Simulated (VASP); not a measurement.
Crystal: ZrH.

```
Zr H
1.0
     3.21000    0.00000    0.00000
     0.00000    3.21000    0.00000
     0.00000    0.00000    4.54000
Zr H
2 2
Cartesian
  1.6050 0.0000 3.4050
  0.0000 1.6050 1.1350
  1.6050 1.6050 0.0000
  0.0000 0.0000 0.0000
```

The cell was built by a generator and needn't be a form met in nature.

```yaml
Program: VASP 6.6.1
Task: relaxation of cell and atoms
Functional: PBE
Potentials_or_basis: VASP PAW PBE potentials, release 64 (Zr_sv, H)
Cutoff: 520 eV
k_mesh: 6 × 6 × 5
Occupations: gaussian, width 0.15 eV
Spin: no spin polarisation
```

At the start: pressure 20.2 GPa; volume 11.70 Å³/atom.

Where does the relaxation end?

Over 10 steps the energy falls by 140.8 meV/atom and the volume is 13.18 Å³/atom (+12.7 %); space group P4/nmm (No. 129, to 0.05 Å).

Step by step:
```csv
step,energy change (eV),largest force (eV/Å),pressure (GPa),volume (Å³)
1,0.0000,1.8312,20.23,46.78
2,-0.4105,0.1011,-7.57,57.51
3,-0.5061,0.3532,-1.03,53.86
4,-0.5291,0.1655,-0.53,53.44
5,-0.5349,0.5969,1.75,52.14
6,-0.5465,0.2037,0.61,52.78
7,-0.5601,0.1478,-0.12,52.96
8,-0.5617,0.1322,-0.46,53.03
9,-0.5618,0.1378,-0.38,53.02
10,-0.5631,0.0005,0.22,52.70
```

Final structure:
```
Zr H
1.0
     3.25363    0.00000    0.00000
     0.00000    3.25363    0.00000
     0.00000    0.00000    4.97866
Zr H
2 2
Direct
  0.50000 0.00000 0.72881
  0.00000 0.50000 0.27119
  0.50000 0.50000 0.00000
  0.00000 0.00000 0.00000
```
